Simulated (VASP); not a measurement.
# Mg8Sn4H3N in VASP: a series of runs, part 2 of 2

VASP 6.6.1.

### 3 Single point, LDA

INCAR

```
PREC = Accurate
ENCUT = 520
EDIFF = 1E-7
ISMEAR = -1
SIGMA = 0.15
LREAL = F
LASPH = T
NELM = 100
ALGO = Normal
ISIF = 2
LWAVE = F
LCHARG = T
LELF = T
LVHAR = T
NBANDS = 54
```

KPOINTS

```
Automatic mesh
0
Gamma
  2 2 1
```

POSCAR

```
Mg8Sn4H3N
1.0
    6.7390000000      0.0000000000      0.0000000000
    0.0000000000      6.7390000000      0.0000000000
    0.0000000000      0.0000000000     18.0542500000
Mg Sn N H
8 4 1 3
Direct
    0.7506900134      0.7507790473      0.1431020397
    0.2493396646      0.7508235643      0.1431574283
    0.2493841816      0.2490577237      0.1430688065
    0.7506603354      0.2490725627      0.1430134179
    0.7531236088      0.2460602463      0.3320215462
    0.2467280012      0.2451253895      0.3320603182
    0.2471731711      0.7529900579      0.3341650858
    0.7540584656      0.7534649058      0.3326418987
    0.0000000000      0.0000000000      0.0553886204
    0.5000000000      0.5000000000      0.0553886204
    0.0004451699      0.5000445170      0.2466898376
    0.4999703220     -0.0008161448      0.2467119930
    0.5401098086      0.5903694910      0.4879848235
    0.6839442054      0.5412672503      0.4902668347
    0.5198100608      0.6837809764      0.5319024606
    0.4529158629      0.4684226146      0.4962432668
```

Potentials or basis: VASP PAW LDA potentials, release 64 (Mg, Sn_d, N, H).

Started as:

```
$ cat potpaw_LDA.64/Mg/POTCAR potpaw_LDA.64/Sn_d/POTCAR potpaw_LDA.64/N/POTCAR potpaw_LDA.64/H/POTCAR > POTCAR
$ mpirun -np 1 vasp_std > vasp.out
```

OUTCAR:

```text
PREC = Accurate
   ENCUT = 520
   EDIFF = 1E-7
   ISMEAR = -1
   LREAL = F
   LASPH = T
   NELM = 100
   ISIF = 2

 ion  position               nearest neighbor table
   1  0.751  0.751  0.143-   9 2.86  10 2.87  12 3.03  11 3.03   4 3.36   2 3.36   2 3.38   4 3.38
                             8 3.42
   2  0.249  0.751  0.143-   9 2.86  10 2.87  12 3.02  11 3.03   3 3.36   1 3.36   1 3.38   3 3.38
                             7 3.45
   3  0.249  0.249  0.143-   9 2.85  10 2.87  11 3.03  12 3.03   2 3.36   4 3.36   4 3.38   2 3.38
                             6 3.41
   4  0.751  0.249  0.143-   9 2.85  10 2.87  12 3.03  11 3.03   1 3.36   3 3.36   3 3.38   1 3.38
                             5 3.41
   5  0.753  0.246  0.332-  12 2.84  11 2.84   8 3.32   6 3.33   4 3.41   6 3.41   8 3.42
   6  0.247  0.245  0.332-  12 2.83  11 2.84   7 3.32   5 3.33   3 3.41   5 3.41   7 3.42
   7  0.247  0.753  0.334-  12 2.85  11 2.86   6 3.32   8 3.32   8 3.42   6 3.42   2 3.45
   8  0.754  0.753  0.333-  12 2.84  11 2.84   5 3.32   7 3.32   7 3.42   5 3.42   1 3.42
   9  0.000  0.000  0.055-   4 2.85   3 2.85   1 2.86   2 2.86
  10  0.500  0.500  0.055-   4 2.87   1 2.87   3 2.87   2 2.87
  11  0.000  0.500  0.247-   5 2.84   6 2.84   8 2.84   7 2.86   2 3.03   3 3.03   1 3.03   4 3.03

  12  0.500  0.999  0.247-   6 2.83   5 2.84   8 2.84   7 2.85   2 3.02   1 3.03   3 3.03   4 3.03

  13  0.540  0.590  0.488-  16 1.02  15 1.02  14 1.03
  14  0.684  0.541  0.490-  13 1.03
  15  0.520  0.684  0.532-  13 1.02
  16  0.453  0.468  0.496-  13 1.02

  LATTYP: Found a simple tetragonal cell.
 ALAT       =     6.7390000000
 C/A-ratio  =     2.6790695949

  Lattice vectors:

 A1 = (   6.7390000000,   0.0000000000,   0.0000000000)
 A2 = (   0.0000000000,   6.7390000000,   0.0000000000)
 A3 = (   0.0000000000,   0.0000000000,  18.0542500000)

Analysis of symmetry for initial positions (statically):
=====================================================================
 Subroutine PRICEL returns:
 Original cell was already a primitive cell.

 Routine SETGRP: Setting up the symmetry group for a
 simple tetragonal supercell.

 Subroutine GETGRP returns: Found  1 space group operations
[... 151 lines left out ...]
   AEXX    =    0.0000 exact exchange contribution
   IVDW    =     0    specifies the selected vdW correction
   LEPSILON=     F    determine dielectric tensor
   LRPA    =     F    only Hartree local field effects (RPA)
 non-spin polarized calculation
  energy-cutoff  :      520.00
  volume of cell :      819.92
 maximum number of plane-waves:     22106
   NGX = 25   NGY = 25   NGZ = 67

 number of electron      80.0000035 magnetization

 Free energy of the ion-electron system (eV)
  ---------------------------------------------------
  ext. energy  EPLUGINS =         0.00000000
  ---------------------------------------------------
  free energy    TOTEN  =       -49.63967039 eV

  energy without entropy =      -48.97415643  energy(sigma->0) =      -49.30691341

 E-fermi :  -0.7015     XC(G=0):  -4.7636

 val. band max:       -0.8004568842   @ k =   0.5000   0.0000   0.0000
 cond. band min:      -0.6122307549   @ k =   0.0000   0.0000   0.0000
 fundamental gap:      0.1882261293
 Fermi energy:        -0.7014736758

 k-point     1 :       0.0000    0.0000    0.0000
  band No.  band energies     occupation
      1     -21.7973      2.00000
      2     -21.7963      2.00000
      3     -21.7788      2.00000
      4     -21.7708      2.00000
      5     -21.7649      2.00000
      6     -21.7632      2.00000
[... 209 lines left out ...]
     51       2.4239      0.00000
     52       2.4836      0.00000
 [bands above 52 left out]

------------------------ aborting loop because EDIFF is reached ----------------------------------------

  FORCE on cell =-STRESS in cart. coord.  units (eV):
  Direction    XX          YY          ZZ          XY          YZ          ZX
  --------------------------------------------------------------------------------------
  -------------------------------------------------------------------------------------
  Total       -5.0291550     -4.5667707     -0.3303400      0.0143137      0.6939745      0.0559613
  in kB       -9.8273232     -8.9237917     -0.6455076      0.0279700      1.3560750      0.1093522
  external PRESSURE =      -6.4655408 kB  Pullay stress =       0.0000000 kB

 VOLUME and BASIS-vectors are now :
 -----------------------------------------------------------------------------
  energy-cutoff  :      520.00
  volume of cell :      819.92
      direct lattice vectors                 reciprocal lattice vectors
     6.739000000  0.000000000  0.000000000     0.148389969  0.000000000  0.000000000
     0.000000000  6.739000000  0.000000000     0.000000000  0.148389969  0.000000000
     0.000000000  0.000000000 18.054250000     0.000000000  0.000000000  0.055388620

 POSITION                                       TOTAL-FORCE (eV/Angst)
 -----------------------------------------------------------------------------------
      5.05890      5.05950      2.58360        -0.015527     -0.010613      0.088121
      1.68030      5.05980      2.58460         0.015982     -0.008026      0.094861
      1.68060      1.67840      2.58300         0.022917      0.000803      0.085886
      5.05870      1.67850      2.58200        -0.022052      0.003834      0.090028
      5.07530      1.65820      5.99440         0.041559     -0.082387     -0.010475
      1.66270      1.65190      5.99510        -0.047712     -0.061828      0.007982
[... 8 lines left out ...]
      3.50300      4.60800      9.60310        -0.045222      0.150320      0.141202
      3.05220      3.15670      8.95930        -0.184356     -0.154309     -0.079970
 -----------------------------------------------------------------------------------
    total drift:                                0.000076      0.000371      0.000889

  FREE ENERGIE OF THE ION-ELECTRON SYSTEM (eV)
  ---------------------------------------------------
  free  energy   TOTEN  =       -49.6396703934 eV

  energy  without entropy=      -48.9741564260  energy(sigma->0) =      -49.30691341
```

Run time: 6.4 min. Hardware: 1 thread of Intel Xeon Platinum 8375C at 2.90GHz (Ice Lake), shared host; peak memory 0.64 GiB.

Results:

```yaml
Free_energy: -49.6397 eV
Largest_force: 0.365 eV/Å
Band_gap_on_the_k_mesh: none (metal or under the smearing width)
```

Forces on the atoms (eV/Å):
```
Mg  -0.016 -0.011  0.088
Mg   0.016 -0.008  0.095
Mg   0.023  0.001  0.086
Mg  -0.022  0.004  0.090
Mg   0.042 -0.082 -0.010
Mg  -0.048 -0.062  0.008
Mg  -0.034  0.045  0.014
Mg   0.000  0.053  0.091
Sn   0.001  0.014 -0.221
Sn  -0.003 -0.010 -0.162
Sn   0.005  0.000  0.082
Sn  -0.006 -0.094  0.065
N    0.165  0.184 -0.268
H    0.106 -0.030 -0.019
H   -0.045  0.150  0.141
H   -0.184 -0.154 -0.080
```

Caveat: the k mesh is coarse (spacing up to 0.47 Å⁻¹), so the values aren't converged.

### 4 Single point, LDA

INCAR

```
SYSTEM = Mg8Sn4H3N
ALGO     = Normal         ! electronic algorithm
EDIFF    = 1E-6           ! SCF threshold, eV
ENCUT    = 520            ! plane-wave cutoff, eV
GGA      = CA             ! functional
ISIF     = 2              ! what is computed and relaxed
ISMEAR   = -1             ! smearing method
LASPH    = .TRUE.         ! aspherical terms in the spheres
LCHARG   = .FALSE.        ! write CHGCAR
LREAL    = .FALSE.        ! projectors in reciprocal space
LWAVE    = .FALSE.        ! write WAVECAR
NBANDS   = 54             ! bands
NELM     = 100            ! most SCF steps
PREC     = Accurate       ! precision mode
SIGMA    = 0.15           ! smearing width, eV
```

KPOINTS

```
k-points
0
G
  2 2 1
  0 0 0
```

POSCAR

```
Mg8Sn4H3N
1.0
    6.7390000000      0.0000000000      0.0000000000
    0.0000000000      6.7390000000      0.0000000000
    0.0000000000      0.0000000000     18.0542500000
Mg Sn N H
8 4 1 3
Direct
    0.7501854875      0.7506306574      0.1412686764
    0.2499035465      0.7508384033      0.1415123863
    0.2504674284      0.2484493248      0.1411745157
    0.7496809616      0.2486867488      0.1411523602
    0.7585546817      0.2372607212      0.3295124417
    0.2410446654      0.2376910521      0.3303765041
    0.2418608102      0.7584359697      0.3335724275
    0.7560172132      0.7592224366      0.3341761635
    0.0000000000      0.0000000000      0.0553886204
    0.5000000000      0.5000000000      0.0553886204
    0.0007122719      0.5001483900      0.2504119529
    0.4998664490     -0.0026561804      0.2503122533
    0.6160409556      0.6147351239      0.4463048867
    0.7246772518      0.5099421279      0.4528019718
    0.5724143048      0.6543404066      0.4985695889
    0.4993916011      0.5388484938      0.4229031945
```

Potentials or basis: VASP PAW LDA potentials, release 64 (Mg, Sn_d, N, H).

Started as:

```
$ cat potpaw_LDA.64/Mg/POTCAR potpaw_LDA.64/Sn_d/POTCAR potpaw_LDA.64/N/POTCAR potpaw_LDA.64/H/POTCAR > POTCAR
$ mpirun -np 1 vasp_std > vasp.out
```

OUTCAR:

```text
SYSTEM = Mg8Sn4H3N
   EDIFF = 1E-6
   ENCUT = 520
   GGA = CA
   ISIF = 2
   ISMEAR = -1
   LASPH = .TRUE.
   LREAL = .FALSE.
   NELM = 100
   PREC = Accurate

 ion  position               nearest neighbor table
   1  0.750  0.751  0.141-   9 2.84  10 2.85  12 3.08  11 3.10   4 3.36   2 3.37   2 3.37   4 3.38
                             8 3.48
   2  0.250  0.751  0.142-   9 2.84  10 2.85  12 3.07  11 3.09   3 3.35   1 3.37   1 3.37   3 3.39
                             7 3.47
   3  0.250  0.248  0.141-   9 2.84  10 2.85  12 3.09  11 3.10   2 3.35   4 3.36   4 3.37   2 3.39
                             6 3.42
   4  0.750  0.249  0.141-   9 2.84  10 2.85  12 3.10  11 3.10   1 3.36   3 3.36   3 3.37   1 3.38
                             5 3.40
[... 443 lines left out ...]
  external PRESSURE =      -4.2073299 kB  Pullay stress =       0.0000000 kB

 VOLUME and BASIS-vectors are now :
 -----------------------------------------------------------------------------
  energy-cutoff  :      520.00
  volume of cell :      819.92
      direct lattice vectors                 reciprocal lattice vectors
     6.739000000  0.000000000  0.000000000     0.148389969  0.000000000  0.000000000
     0.000000000  6.739000000  0.000000000     0.000000000  0.148389969  0.000000000
     0.000000000  0.000000000 18.054250000     0.000000000  0.000000000  0.055388620

 POSITION                                       TOTAL-FORCE (eV/Angst)
 -----------------------------------------------------------------------------------
      5.05550      5.05850      2.55050        -0.014829     -0.028784      0.186968
      1.68410      5.05990      2.55490         0.013509     -0.034744      0.190333
      1.68790      1.67430      2.54880         0.022309      0.019100      0.198458
      5.05210      1.67590      2.54840        -0.026309      0.020769      0.188566
      5.11190      1.59890      5.94910         0.119090     -0.155449     -0.049546
      1.62440      1.60180      5.96470        -0.052636      0.025269      0.143797
[... 8 lines left out ...]
      3.85750      4.40960      9.00130        -0.020210      0.413659      0.170765
      3.36540      3.63130      7.63520        -0.297077     -0.231998     -0.120784
 -----------------------------------------------------------------------------------
    total drift:                                0.000242      0.000729      0.001014

  FREE ENERGIE OF THE ION-ELECTRON SYSTEM (eV)
  ---------------------------------------------------
  free  energy   TOTEN  =       -50.0759087764 eV

  energy  without entropy=      -49.4205897539  energy(sigma->0) =      -49.74824927
```

Wall time 7.4 min (1 thread of Intel Xeon Platinum 8375C at 2.90GHz (Ice Lake), shared host); peak memory 0.63 GiB.

Results:

- Free energy: -50.0759 eV
- Largest force: 0.716 eV/Å
- Band gap on the k mesh: none (metal or under the smearing width)

Forces on the atoms (eV/Å):
```
Mg  -0.015 -0.029  0.187
Mg   0.014 -0.035  0.190
Mg   0.022  0.019  0.198
Mg  -0.026  0.021  0.189
Mg   0.119 -0.155 -0.050
Mg  -0.053  0.025  0.144
Mg  -0.229  0.073 -0.124
Mg  -0.111 -0.053  0.611
Sn   0.002 -0.002 -0.258
Sn   0.002  0.018 -0.231
Sn  -0.115  0.072 -0.184
Sn  -0.017 -0.102 -0.305
N    0.391  0.291 -0.525
H    0.333 -0.326  0.107
H   -0.020  0.414  0.171
H   -0.297 -0.232 -0.121
```

Caveat: the k mesh is coarse (spacing up to 0.47 Å⁻¹), so the values aren't converged.
